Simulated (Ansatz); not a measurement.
# H_O in Al2O3 (R-3c): charge-transition levels and formation energies

Wanted: the transition levels of a hydrogen on a lattice site in Al2O3 (R-3c), from a cell of 80 host atoms with 1 O taken out and 1 H put in.

Main program and level: Ansatz 0.2.0; place-levels on PBEsol runs: charge-transition levels and formation energies with image-charge correction and potential alignment at the atomic sites.

The experiments to compare with:

For Al2O3, alpha (corundum) (high-purity reference sample), “Multi-petahertz electron interference in Cr:Al2O3 solid-state material” (2018, pmc:5906618) quotes earlier work: band gap (optical band gap of host from absorption) 8.7 eV [literature value quoted for a high-purity sample; optical absorption edge, temperature …].

This is a report of a sequence of runs, with most program output left out.

## 1. Starting point

The cell holds 80 atoms: 32 Al, 47 O and 1 H. Its edges and angles: a = 10.280 Å, b = 10.280 Å, c = 10.280 Å, α = 55.3°, β = 55.3°, γ = 55.3°. It derives from Al2O3 (space group R-3c). Nearest the centre at fractional (0.625, 0.278, 0.472): H49 at 0.00 Å, Al41 at 1.86 Å, Al2 at 1.86 Å, Al54 at 1.97 Å, Al53 at 1.97 Å, O16 at 2.53 Å, O80 at 2.53 Å, O58 at 2.62 Å.

Screening for the image-charge correction: ε∞ = (3.30, 3.30, 3.26), ε0 = (9.72, 9.72, 11.81), computed on the host (DFPT, PBEsol).

The cell's shortest repeat is 9.5 Å.

## 2. Charge states

Levels follow from differences of total energies between charge states, each relaxed by itself.

Random displacements of about 0.05 Å break the site symmetry at the start, so that the relaxation can reach a distorted minimum if there is one. Forces are taken at one point at (¼, ¼, ¼). The cell holds 1 electron more than the neutral one, with a uniform background that keeps it neutral on the whole.

The sampling was tested on the host first: at the k-points planned (1x1x1 shifted 0.25 0.25 0.25) its energy lies 0.004 eV an atom from the dense-mesh value, under the bound of 0.02 eV set for this test; that bounds the host's error, not the defect's.

One of the inputs; charge, spin and start change from state to state.

Input file qm1.relax/input.yaml:

```yaml
crystal:
  lattice:
    - [4.77386743, 2.75619364, 8.67653806]
    - [-4.77386743, 2.75619364, 8.67653806]
    - [0.0, -5.51238729, 8.67653806]
  atoms:
    - { symbol: Al, position: [0.32396044, 0.32396044, 0.32396044] }
    - { symbol: Al, position: [0.42603956, 0.42603956, 0.42603956] }
[... 8 atom lines left out ...]
    - { symbol: Al, position: [0.32396044, 0.32396044, 0.82396044] }
[... 4 atom lines left out ...]
    - { symbol: O, position: [0.47207012, 0.125, 0.77792988] }
[... 1 atom line left out ...]
    - { symbol: O, position: [0.375, 0.22207012, 0.52792988] }
[... 1 atom line left out ...]
    - { symbol: O, position: [0.27792988, 0.47207012, 0.625] }
[... 5 atom lines left out ...]
    - { symbol: O, position: [0.47207012, 0.625, 0.27792988] }
[... 14 atom lines left out ...]
    - { symbol: Al, position: [0.82396044, 0.32396044, 0.32396044] }
[... 2 atom lines left out ...]
    - { symbol: Al, position: [0.67603956, 0.17603956, 0.17603956] }
    - { symbol: O, position: [0.72207012, 0.02792988, 0.375] }
    - { symbol: O, position: [0.97207012, 0.125, 0.27792988] }
    - { symbol: O, position: [0.52792988, 0.375, 0.22207012] }
[... 1 atom line left out ...]
    - { symbol: H, position: [0.625, 0.27792988, 0.47207012] }
    - { symbol: O, position: [0.77792988, 0.47207012, 0.125] }
[... 2 atom lines left out ...]
    - { symbol: Al, position: [0.57396044, 0.07396044, 0.57396044] }
    - { symbol: Al, position: [0.67603956, 0.17603956, 0.67603956] }
[... 2 atom lines left out ...]
    - { symbol: O, position: [0.52792988, 0.375, 0.72207012] }
    - { symbol: O, position: [0.875, 0.22207012, 0.52792988] }
[... 3 atom lines left out ...]
    - { symbol: Al, position: [0.92603956, 0.92603956, 0.42603956] }
[... 2 atom lines left out ...]
    - { symbol: O, position: [0.72207012, 0.52792988, 0.375] }
[... 14 atom lines left out ...]
    - { symbol: O, position: [0.77792988, 0.97207012, 0.625] }
  host:
    repeats: [2, 2, 2]
    atoms:
      - { symbol: Al, position: [0.64792089, 0.64792089, 0.64792089] }
      - { symbol: Al, position: [0.85207911, 0.85207911, 0.85207911] }
      # ... 8 more atoms of the perfect host
total_charge: -1
basis:
  ecutwfc: 420
  xc_grid: 2
hamiltonian:
  xc: pbesol
kpoints:
  mp_grid: { grid: [1, 1, 1], shift: [0.25, 0.25, 0.25] }
scf:
  occupations: { method: fixed }
  max_iter: 60
output:
  forces: true
  charged_corrections:
    epsilon: [3.3, 3.3, 3.26]
    static_epsilon: [9.72, 9.72, 11.81]
    defect_position: [0.625, 0.278073, 0.471927]
relax:
  f_tol: 0.02
  max_steps: 80
  random_displacement: { amplitude: 0.05, seed: 3377 }
checkpoint:
  write: "../qm1.relax.run"
  compress: false
  write_wavefunctions: true
  write_every: 100000
```

Run with:

```sh
ansatz run input.yaml --threads 8 --pin off --max-ram 22609MiB --backend cpu --events-out ev --progress --plain --runs-dir out
```

Defect states can disperse in a cell of this size, so the energy is taken again at a 2×2×2 shifted mesh, on the relaxed structure.

The run of this state that the levels use, under PBEsol:

Input file qm1.point/input.yaml:

```yaml
crystal:
  checkpoint: "../qm1.relax.run"
  host: checkpoint
total_charge: -1
basis:
  ecutwfc: 420
  xc_grid: 2
hamiltonian:
  xc: pbesol
kpoints:
  mp_grid: { grid: [2, 2, 2], shift: [0.5, 0.5, 0.5] }
scf:
  occupations: { method: fermi_dirac, width: 0.01 }
  max_iter: 60
output:
  forces: true
  eigenvalues: true
  charged_corrections:
    epsilon: [3.3, 3.3, 3.26]
    static_epsilon: [9.72, 9.72, 11.81]
    defect_position: [0.625, 0.278073, 0.471927]
  eigenstates: { localisation: true }
  populations: true
  band_densities: [{ bands: [v1, v1] }, { bands: [c1, c1] }]
  write_density: true
  write_potential: true
  volumetric_format: npy
checkpoint:
  read: "../qm1.relax.run"
  write: "../qm1.point.run"
  compress: false
  write_wavefunctions: false
  write_every: 100000
```

Relaxations under PBEsol at one point at (¼, ¼, ¼); times on 8 threads of Arm Neoverse V2, shared host:

```
charge  moment (μB)  occupations    outcome  steps  largest displacement against the far atoms (Å)  time
    −1            0        fixed  converged     14                                            0.62  75 s
     0            1        fixed  converged      8                                            0.36  83 s
    +1            0        fixed  converged      5                                            0.11  27 s
    +2            1        fixed  converged      6                                            0.11  81 s
```

Single points under PBEsol at a 2×2×2 shifted mesh; times on 8 threads of Arm Neoverse V2, shared host:

```
charge  moment (μB)  occupations    outcome     time
    −1            0  fermi-dirac  converged     35 s
     0            1  fermi-dirac  converged     86 s
    +1            0  fermi-dirac  converged     34 s
    +2            1  fermi-dirac  converged  1.7 min
```

Distances (Å) from H49 to the nearest atoms after relaxation with PBEsol:

```
charge  moment (μB)       1.       2.       3.       4.       5.      6.
    −1            0  Al 1.55  Al 1.68   O 2.20  Al 2.31  Al 2.37  O 2.39
     0            1  Al 1.68  Al 1.85  Al 2.19  Al 2.25   O 2.39  O 2.42
    +1            0  Al 1.92  Al 1.92  Al 2.16  Al 2.16   O 2.56  O 2.56
    +2            1  Al 1.91  Al 1.91  Al 2.15  Al 2.15   O 2.56  O 2.56
```

## 3. Levels against the band edges, PBEsol

A charged cell interacts with its images and the background, and its potential has another zero than the host's. place-levels removes the first by a point-charge model, screened by the static dielectric constant since the ions have relaxed around the charge, and the second by comparing potentials at atoms far from the defect.

The host is a run of the defect-free crystal in the same cutoffs, grids and k-points, so that basis and sampling errors cancel in part in the differences. The host is run in a cell of 10 atoms on a matching mesh. Its band edges are searched through the zone by a band path, so the gap is smaller than, or equal to, that on the mesh. Chemical potentials are energies per atom of O (O2 molecule) and H (H2 molecule), run with the same functional and cutoff.

Input file levels.point.yaml:

```yaml
host:
  run: host.point.run
states: [qm1.point.run, q0_M1.point.run, qp1.point.run, qp2_M1.point.run]
geometry_from:
  qm1.point.run: qm1.relax.run
  q0_M1.point.run: q0_M1.relax.run
  qp1.point.run: qp1.relax.run
  qp2_M1.point.run: qp2_M1.relax.run
  host.point.run: host.relax.run
chemical_potentials:
  O:
    energy: -558.282649
    dataset: "<sha256 of the dataset>"
  H:
    energy: -15.609288
    dataset: "<sha256 of the dataset>"
epsilon: [3.3, 3.3, 3.26]
static_epsilon: [9.72, 9.72, 11.81]
vertical:
  - { from: qm1.point.run, to: qm1.point_neutral.run }
  - { from: qp1.point.run, to: qp1.point_neutral.run }
  - { from: qp2_M1.point.run, to: qp2_M1.point_neutral.run }
```

Run with:

```sh
ansatz place-levels levels.point.yaml -- --threads 8 --pin off --max-ram 22609MiB
```

Run time: 0.42 s. Hardware: 8 threads of Arm Neoverse V2, shared host.

Levels between the charges placed, in eV above the valence top:

```
        gap (eV)  (+2/+1)  (+1/0)  (0/−1)
PBEsol      6.03     0.00    5.76    5.94
```

Corrections by state:

```
charge  moment (μB)  image terms and alignment (eV)  band filling (eV)                                ε used  over the lowest of its charge, as the program ranks them, band filling apart (eV)
    +2          1.0                           0.441             -0.514  principal values (9.72, 9.72, 11.81)                                                                              0.000
    +1          0.0                           0.116                  -  principal values (9.72, 9.72, 11.81)                                                                              0.000
     0          1.0                           0.000                  -                                     -                                                                              0.000
    −1          0.0                           0.319                  -  principal values (9.72, 9.72, 11.81)                                                                              0.000
```

The charged structures listed were also run neutral, and place-levels reads from each pair, by the potential or the spins, how wide the charge is by which they differ; that can be the carrier of either run.

```
charge  rms radius (Å)  spread where it is widest against the cell (Å)  wide from (Å)  reading
    +2             4.1                                            2.64           1.36     wide
    +1             3.1                                            2.09           1.36     wide
    −1             1.6                                            1.10           1.36   narrow
```

The neutral runs of these pairs need not share the spin of the lowest neutral state, and very wide values only mean spread over the cell.

From the program's caveats on the states, each cut to its opening words:

- charge +2 (1 μB): it parts from the run at its places by a charge that spreads by about 2.6 Å along one vector (1.4 Å or more is wide), by its potential at epsilon [3.3, 3.3, [...]
- charge +2 (1 μB): a band-filling correction moves a carrier to the host's band edge, which changes its energy by -0.514 eV
- charge +2 (1 μB): its moments are held at its close (magnetization.spin_locking), by a field of 0.004 eV a Bohr magneton, and its energy and levels are of the state that this [...]
- charge +1: it parts from the run at its places by a charge that spreads by about 2.1 Å along one vector (1.4 Å or more is wide), by its potential at epsilon [3.3, 3.3, [...]
- charge 0 (1 μB): its displacements don't fall off away from the defect: farther atoms stand 0.014 Å off the host's places
- charge −1: its displacements don't fall off away from the defect: farther atoms stand 0.026 Å off the host's places

The host's formation energy from the elements is -3.094 eV per atom; it sets how far the chemical potentials can move.

Limit set by the element alone; other compounds of these elements are not counted. Chemical potentials from the elements' reference states: Al 0.00 eV, O -5.16 eV, H 0.00 eV. Formation energies (Al-rich), with the Fermi level at the valence top and at the conduction bottom (gap 6.03 eV):

```
charge  at valence top (eV)  at conduction bottom (eV)  correction included (eV)
    +2                -2.74                       9.32                     -0.07
    +1                -2.74                       3.29                      0.12
     0                 3.02                       3.02                      0.00
    −1                 8.96                       2.93                      0.32
```

```csv
Fermi level (eV),lowest formation energy (eV)
0.00,-2.74
0.55,-2.19
1.10,-1.64
1.64,-1.09
2.19,-0.55
2.74,0.00
3.29,0.55
3.84,1.10
4.39,1.65
4.93,2.20
5.48,2.74
6.03,2.93
```

Limit set by the element alone; other compounds of these elements are not counted. Chemical potentials from the elements' reference states: O 0.00 eV, Al -7.73 eV, H 0.00 eV. Formation energies (O-rich), with the Fermi level at the valence top and at the conduction bottom (gap 6.03 eV):

```
charge  at valence top (eV)  at conduction bottom (eV)  correction included (eV)
    +2                 2.42                      14.48                     -0.07
    +1                 2.42                       8.45                      0.12
     0                 8.18                       8.18                      0.00
    −1                14.12                       8.09                      0.32
```

(Fermi level (eV), lowest formation energy (eV)): (0.00, 2.42), (0.55, 2.97), (1.10, 3.51), (1.64, 4.06), (2.19, 4.61), (2.74, 5.16), (3.29, 5.71), (3.84, 6.26), (4.39, 6.81), (4.93, 7.35), (5.48, 7.90), (6.03, 8.09)

## 4. The same at the relaxations' own k-points

The relaxations' own energies give the levels at their sampling, for comparison.

Input file levels.relax_mesh.yaml:

```yaml
host:
  run: host.relax.run
states: [qm1.relax.run, q0_M1.relax.run, qp1.relax.run, qp2_M1.relax.run]
chemical_potentials:
  O:
    energy: -558.282649
    dataset: "<sha256 of the dataset>"
  H:
    energy: -15.609288
    dataset: "<sha256 of the dataset>"
```

Run with:

```sh
ansatz place-levels levels.relax_mesh.yaml -- --threads 8 --pin off --max-ram 22609MiB
```

It took 0.12 s on 8 threads.

Levels between neighbouring charges, in eV above the valence top:

```
                        gap (eV)  (+2/+1)  (+1/0)  (0/−1)
one point at (¼, ¼, ¼)      6.03     0.00    5.75    5.88
  a 2×2×2 shifted mesh      6.03     0.00    5.76    5.94
```

Going from one point at (¼, ¼, ¼) to a 2×2×2 shifted mesh moves the levels that carry no band-filling term by up to 0.05 eV and formation energies against the elements by up to 0.12 eV; band-filling terms, which differ between samplings, are in these energies.

## 5. Another choice

In this try the input is made faulty on purpose, to show what that does.

A choice is tested by changing it alone.

levels.try0.yaml is levels.point.yaml with these lines changed:

```diff
-epsilon: [3.3, 3.3, 3.26]
-static_epsilon: [9.72, 9.72, 11.81]
+epsilon: 1.0001
+static_epsilon: 1.0001
```

Run with:

```sh
ansatz place-levels levels.try0.yaml -- --threads 8 --pin off --max-ram 22609MiB
```

The change: no screening of the image charge.

Levels in eV above the valence top; the changed ones are not the defect's:

```
           gap (eV)  (+2/+1)  (+1/0)  (0/−1)
  changed      6.03     0.00    4.34    6.51
as set up      6.03     0.00    5.76    5.94
```

The largest shift is 1.42 eV, band-filling terms included.

## 6. Outcome

| Quantity | Value |
| --- | --- |
| gap of the host | 6.03 eV (PBEsol) |
| level (plus 2/plus 1) | 0.00 eV above the valence top (-0.51 eV above the valence top without the band-filling term) |
| level (plus 1/0) | 5.76 eV above the valence top |
| level (0/minus 1) | 5.94 eV above the valence top |
| lowest of the charges placed, just above the valence top (0.02 eV) | +1 |
| lowest of the charges placed, just below the conduction bottom (0.02 eV) | −1 |
| lowest formation energy at mid-gap of the charges run, Al-rich | 0.28 eV |
| lowest formation energy at mid-gap of the charges run, O-rich | 5.43 eV |

In words: Of the charges placed (−1, 0, +1 and +2), the lowest changes at 5.76 eV (+1/0) and 5.94 eV (0/−1) above the valence top, in a gap of 6.03 eV. (0/−1) lies nearer to a band edge than the share of the finite-size correction in it (0.32 eV), and that correction holds for a localised charge alone. (0/−1) lies 0.09 eV from a band edge, less than the doubt on such levels. Charges below −1 were not placed, so these runs say nothing of levels that involve them. States placed: +2 at 1 μB; +1 at 0 μB; 0 at 1 μB; −1 at 0 μB. Other spin states or structures, where not listed, weren't placed. The program finds carriers beyond a band edge of the host and adds a band-filling term at charge +2 (-0.51 eV); steps to such a charge show no bound level, and a defect level inside a band would be read the same way. H is taken at its element; compounds, which aren't counted here, bound the chemical potentials and would shift these formation energies. Going from one point at (¼, ¼, ¼) to a 2×2×2 shifted mesh moves the levels that carry no band-filling term by up to 0.05 eV and formation energies against the elements by up to 0.12 eV; band-filling terms, which differ between samplings, are in these energies. What this leaves open: PBEsol makes the gap too small and tends to spread out bound carriers; where a gas molecule sets a chemical potential or the host's formation energy, its binding is uncorrected; force components of up to 0.13 eV/Å remain in a run at the final settings.

Calculation against experiment:

| quantity | measured | PBEsol |
| --- | --- | --- |
| band gap (least gap of the host; the measured gap is an optical one, which needn't be the least gap) (eV) | 8.7 | 6.03 (-2.67 eV) |

Measured values from pmc:5906618 (2018).

How well it matches: The band gap is off by -2.67 eV: a clear miss. Local and semilocal functionals usually give gaps below the measured ones. An optical gap can lie under the band gap by the exciton's binding. Zero-point and thermal motion shift the measured gap.

[Logs are printed without paths, hosts, clocks, repeated set-up lines and the standing remarks that a program may print on its own settings, such as how far it seeks lower states.]

[Hosts, paths, dates, database ids (printed as entryN), source tags and the programs' standing remarks are cut or masked in the printed files.]

[Where a table of states has a column of steps, it counts the stored structures, which are thinned; the runs took as many ionic steps or more.]

[A defect's name tells the site on which it was built; relaxed atoms can leave that site.]

[For some hosts the program warned that the k-mesh of the response run may be too coarse for force constants and the static dielectric constant; such warnings are not shown here.]
